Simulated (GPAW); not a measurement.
A run of GPAW 26.7.0 is set up as follows.

File run.py:

```python
from ase import Atoms
from ase.filters import FrechetCellFilter
from ase.io import write
from ase.optimize import BFGS
from gpaw import GPAW, PW

atoms = Atoms(['Ge', 'Ge', 'Ge', 'Ge'],
              cell=[[3.9975858431, 0.0, 0.0],
                    [-1.9987929216, 3.462010894, 0.0],
                    [0.0, 0.0, 6.59937795]],
              scaled_positions=[[0.3333333333, 0.6666666667, 0.93709875],
                                [0.6666666667, 0.3333333333, 0.43709875],
                                [0.3333333333, 0.6666666667, 0.56290125],
                                [0.6666666667, 0.3333333333, 0.06290125]],
              pbc=True)

calc = GPAW(mode=PW(600),
            xc='PBE',
            kpts={'size': (6, 6, 3), 'gamma': True},
            occupations={'name': 'fermi-dirac', 'width': 0.05},
            nbands=18,
            convergence={'density': 1e-05, 'forces': 0.0001},
            maxiter=150,
            txt='gpaw.txt')
atoms.calc = calc
opt = BFGS(FrechetCellFilter(atoms), trajectory='relax.traj', logfile='-')
done = opt.run(fmax=0.02, steps=60)
calc.write('gs.gpw')
write('result.traj', atoms)
print('Converged:', done)
print('Cell:', atoms.cell.cellpar().round(4))
print('Volume:', round(atoms.get_volume(), 4))
print(atoms.get_scaled_positions().round(5))
```

Potentials or basis: GPAW PAW data sets (gpaw-data 1.2.1), pw.

Launch:

```sh
$ OMP_NUM_THREADS=1 python run.py
```

Problem. Estimate the space group after relaxing (to 0.05 Å).

Solution. P6_3/mmc (No. 194).

Problem. Predict the relaxed cell.

Solution. a = 4.068 Å, b = 4.068 Å, c = 6.700 Å, α = 90.00°, β = 90.00°, γ = 120.00°.

Problem. Estimate the band gap on the k mesh.

Solution. 0.25 eV, direct.

The path:
| step | energy change (eV) | largest force (eV/Å) | pressure (GPa) | volume (Å³) |
| --- | --- | --- | --- | --- |
| 1 | 0.0000 | 0.0268 | 3.29 | 91.33 |
| 2 | -0.0092 | 0.0160 | 2.95 | 91.79 |
| 3 | -0.0480 | 0.0655 | 0.00 | 95.99 |
| 4 | -0.0482 | 0.0445 | 0.02 | 95.97 |
| 5 | -0.0483 | 0.0023 | 0.00 | 96.00 |

Caveat: later steps reuse the first step's grids; an odd mesh through Γ misses points on the zone boundary, where band edges often lie.
